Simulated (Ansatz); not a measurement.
# C: the cost of one run

Computed with Ansatz 0.2.0 (DFT r2SCAN, scalar-relativistic, plane waves, PAW, unless a step's input says otherwise).

1 further run of the same task is left out (set aside as unsound or not needed). Runs told in other sessions of the task aren't counted.

## Step 1: The structure to begin with

The structure is cubic, space group Im-3m (No. 229). The conventional cell has a = 4.858 Å, b = 4.858 Å, c = 4.858 Å, α = 90.00°, β = 90.00°, γ = 90.00°. C (site symmetry 3m) is surrounded by 4 C at 1.47 to 1.58 Å.

Coordinates:

```
CELL_PARAMETERS angstrom
-2.42911 2.42911 2.42911
2.42911 -2.42911 2.42911
2.42911 2.42911 -2.42911
ATOMIC_POSITIONS crystal
C 0.32546 0.00000 0.00000
C 0.67454 0.67454 0.67454
C 0.00000 0.32546 0.00000
C 0.00000 0.00000 0.32546
C 0.00000 0.67454 0.00000
C 0.32546 0.32546 0.32546
C 0.67454 0.00000 0.00000
C 0.00000 0.00000 0.67454
```

It goes back to an entry of the Materials Project, which need not be the stable form.

This cell was relaxed beforehand with the same method: volume 7.17 Å³/atom, gap on the mesh 3.19 eV.

## Step 2: The reference cell

The reference gives a free energy of -2006.8272 eV, pressure 0.01 GPa, largest force 0.005 eV/Å and gap on the mesh 3.19 eV. It was computed beforehand with the settings of the runs below.

## Step 3: Next: a one-atom displacement scan

Atom 1 (C) is moved by x along the Cartesian unit vector (0.707, 0.707, 0.000); the cell and all other atoms stay fixed. Forces below are components along that vector, summed over the moved atoms. In a periodic cell its images move with it.

## Step 4: At x = -0.300 Å

File input.yaml:

```yaml
crystal:
  lattice:
    - [-2.4291088834, 2.4291088834, 2.4291088834]
    - [2.4291088834, -2.4291088834, 2.4291088834]
    - [2.4291088834, 2.4291088834, -2.4291088834]
  atoms:
    - { symbol: C, position: [0.281790584, -0.0436645792, -0.0873291584] }
    - { symbol: C, position: [0.6745448368, 0.6745448368, 0.6745448368] }
    - { symbol: C, position: [0.0, 0.3254551632, 0.0] }
    - { symbol: C, position: [0.0, 0.0, 0.3254551632] }
    - { symbol: C, position: [0.0, 0.6745448368, 0.0] }
    - { symbol: C, position: [0.3254551632, 0.3254551632, 0.3254551632] }
    - { symbol: C, position: [0.6745448368, 0.0, 0.0] }
    - { symbol: C, position: [0.0, 0.0, 0.6745448368] }
basis:
  ecutwfc: 500
kpoints:
  mp_grid: { grid: [8, 8, 8] }
hamiltonian:
  xc: r2scan
scf:
  occupations: { method: gaussian, width: 0.05 }
output:
  forces: true
  stress: true
  eigenvalues: true
```

Run with:

```
ansatz run input.yaml --threads 2 --pin off --max-ram 5120MiB --backend cpu --events-out ev --progress --plain --runs-dir out
```

**Question.** How long does this run take on 2 threads of Arm Neoverse V2, shared host, and how much memory does it need?

About 36 s, with a peak of 0.67 GiB.
